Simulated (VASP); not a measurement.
Here is a VASP 6.6.1 calculation.

POSCAR

```
SnSe2
1.0
    3.8444981528      0.0000000000      0.0000000000
   -1.9222490764      3.3294330651      0.0000000000
    0.0000000000      0.0000000000      6.5146807645
Sn Se
1 2
Direct
    0.0000000000      0.0000000000      0.0000000000
    0.3333333333      0.6666666667      0.2413029249
    0.6666666667      0.3333333333      0.7586970751
```

File INCAR.step1:

```
PREC = Accurate
ENCUT = 520
ISMEAR = 0
SIGMA = 0.1491
LREAL = False
LASPH = True
NELM = 100
NBANDS = 20
GGA = PE
ALGO = Normal
EDIFF = 1E-4
LWAVE = True
LCHARG = False
```

The input INCAR.step2:

```
PREC = Accurate
ENCUT = 520
EDIFF = 1E-7
ISMEAR = 0
SIGMA = 0.1491
LREAL = False
LASPH = True
NELM = 100
ALGO = Normal
ISIF = 2
LWAVE = False
LCHARG = False
METAGGA = R2SCAN
LMIXTAU = True
NBANDS = 20
ISTART = 1
```

File KPOINTS:

```
Automatic mesh
0
Gamma
  6 6 4
```

Potentials or basis: VASP PAW PBE potentials, release 64 (Sn_d, Se).

The run is started by

```console
$ cat potpaw_PBE.64/Sn_d/POTCAR potpaw_PBE.64/Se/POTCAR > POTCAR
$ cp INCAR.step1 INCAR
$ mpirun -np 1 vasp_std > vasp.out
$ cp INCAR.step2 INCAR
$ mpirun -np 1 vasp_std > vasp.out
```

Question: What does it give for the largest force?

Answer: 0.010 eV/Å.

Question: Predict the pressure.

Answer: 0.0 GPa.

Question: What does it give for the band gap on the k mesh?

Answer: 1.05 eV, indirect (least direct gap 1.47 eV).

Forces on the atoms (eV/Å):
```
Sn   0.000  0.000  0.000
Se   0.000  0.000  0.010
Se   0.000  0.000 -0.010
```

Caveat: the PAW data sets were made with another functional, which shifts forces and pressure a little; spin-orbit coupling is left out, which moves the levels of the heavy elements. A k mesh can miss the band edges.
